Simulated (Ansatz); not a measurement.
**LiCl: how the settings move a single-point run**

How sensitive is a single-point run of LiCl to its settings? A reference run comes first, then six runs with altered input. The cell is built on a prototype (CsCl type) and needn't be the phase found in nature.

Computed with Ansatz 0.2.0 (reference: DFT, HSE06, plane waves, PAW, unless a step's input says otherwise).

4 further runs of the same task are left out: 4 that didn't finish.

## (1) The system as given

It takes space group Pm-3m (No. 221, cubic). Conventional cell: a = 3.271 Å, b = 3.271 Å, c = 3.271 Å, α = 90.00°, β = 90.00°, γ = 90.00°. Around Li (site symmetry m-3m) lie 8 Cl at 2.83 Å. Cl (site symmetry m-3m) has 8 Li at 2.83 Å as nearest neighbours.

As a file:

```
Li Cl
1.0
     3.27112    0.00000    0.00000
     0.00000    3.27112    0.00000
     0.00000    0.00000    3.27112
Li Cl
1 1
Direct
  0.00000 0.00000 0.00000
  0.50000 0.50000 0.50000
```

## (2) Baseline

input.yaml

```yaml
crystal:
  lattice:
    - [3.2711235777, 0.0, 0.0]
    - [0.0, 3.2711235777, 0.0]
    - [0.0, 0.0, 3.2711235777]
  atoms:
    - { symbol: Li, position: [0.0, 0.0, 0.0] }
    - { symbol: Cl, position: [0.5, 0.5, 0.5] }
kpoints:
  mp_grid: { grid: [4, 4, 4] }
hamiltonian:
  xc: hse06
scf:
  occupations: { method: fixed }
  n_extra_bands: 4
output:
  forces: true
  stress: true
  eigenvalues: true
```

The run is started by

```sh
ansatz run input.yaml --threads 4 --pin off --max-ram 3686MiB --backend cpu --events-out ev --progress --plain --runs-dir out
```

## (3) Variant: exchange pbe, correlation pbe, coeff 0.3, omega 0.2078

input.yaml: that of step 2 with these lines changed.

```diff
@@ -11,3 +11,6 @@
 hamiltonian:
-  xc: hse06
+  xc:
+    exchange: pbe
+    correlation: pbe
+    exx: { coeff: 0.3, omega: 0.2078 }
 scf:
```

## (4) Changed: exchange pbe, correlation pbe, coeff 0.4, omega 0.2078

input.yaml: that of step 2 with these lines changed.

```diff
@@ -11,3 +11,6 @@
 hamiltonian:
-  xc: hse06
+  xc:
+    exchange: pbe
+    correlation: pbe
+    exx: { coeff: 0.4, omega: 0.2078 }
 scf:
```

## (5) Changing settings: exchange pbe, correlation pbe, coeff 1.0, omega 0.5

input.yaml: that of step 2 with these lines changed.

```diff
@@ -11,3 +11,3 @@
 hamiltonian:
-  xc: hse06
+  xc: { exchange: pbe, correlation: pbe, exx: { coeff: 1.0, omega: 0.5 } }
 scf:
```

## (6) Changing settings: exchange pbe, correlation pbe, coeff 0.35, omega 0.2078

input.yaml: that of step 2 with these lines changed.

```diff
@@ -11,3 +11,6 @@
 hamiltonian:
-  xc: hse06
+  xc:
+    exchange: pbe
+    correlation: pbe
+    exx: { coeff: 0.35, omega: 0.2078 }
 scf:
```

## (7) Changing settings: occupations.method cold, occupations.width 0.001

input.yaml: that of step 2 with these lines changed.

```diff
@@ -13,3 +13,3 @@
 scf:
-  occupations: { method: fixed }
+  occupations: { method: cold, width: 0.001 }
   n_extra_bands: 4
```

## (8) Changed: occupations.method cold, occupations.width 0.2

input.yaml: that of step 2 with these lines changed.

```diff
@@ -13,3 +13,3 @@
 scf:
-  occupations: { method: fixed }
+  occupations: { method: cold, width: 0.2 }
   n_extra_bands: 4
```

What does the calculation give? Wanted: for each run, ending; energy change; pressure; gap; force.

The runs gave:

```csv
run,ending,energy change,pressure (GPa),gap (eV),force (eV/Å),cycles,time
reference,converged,0,0.1,5.68,0.00,9,7.8 s
"1: exchange pbe, correlation pbe, coeff 0.3, omega 0.2078",converged,not comparable,0.0,5.94,0.00,9,7.2 s
"2: exchange pbe, correlation pbe, coeff 0.4, omega 0.2078",converged,not comparable,-0.2,6.47,0.00,10,8.3 s
"3: exchange pbe, correlation pbe, coeff 1.0, omega 0.5",converged,not comparable,-1.0,7.24,0.00,13,9.9 s
"4: exchange pbe, correlation pbe, coeff 0.35, omega 0.2078",converged,not comparable,-0.1,6.21,0.00,10,7.8 s
"5: occupations.method cold, occupations.width 0.001",converged,0.0 meV/atom (σ→0),0.1,5.68,0.00,9,8.2 s
"6: occupations.method cold, occupations.width 0.2",converged,0.0 meV/atom (σ→0),0.1,5.68,0.00,9,8.5 s
```

Residual by cycle in the longest SCF loop of each run; runs are numbered as in the table. The quantity is the density residual dr2, in eV.

```csv
cycle,reference,run 1,run 2,run 3,run 4,run 5,run 6
1,0.00258,0.00359,0.00588,1.7e-6,0.00471,0.0026,0.00259
2,6.1e-4,9.3e-4,0.00189,4.5e-7,0.00135,6.1e-4,6.1e-4
3,8.8e-5,1.4e-4,2.9e-4,1.1e-7,2.0e-4,8.3e-5,8.4e-5
4,2.4e-6,4.4e-6,1.5e-5,1.5e-8,7.9e-6,2.1e-6,2.1e-6
5,3.2e-7,7.5e-7,2.9e-6,3.2e-9,1.5e-6,3.0e-7,3.0e-7
```

Of the converged runs whose energies compare with the reference's, none moves it noticeably.
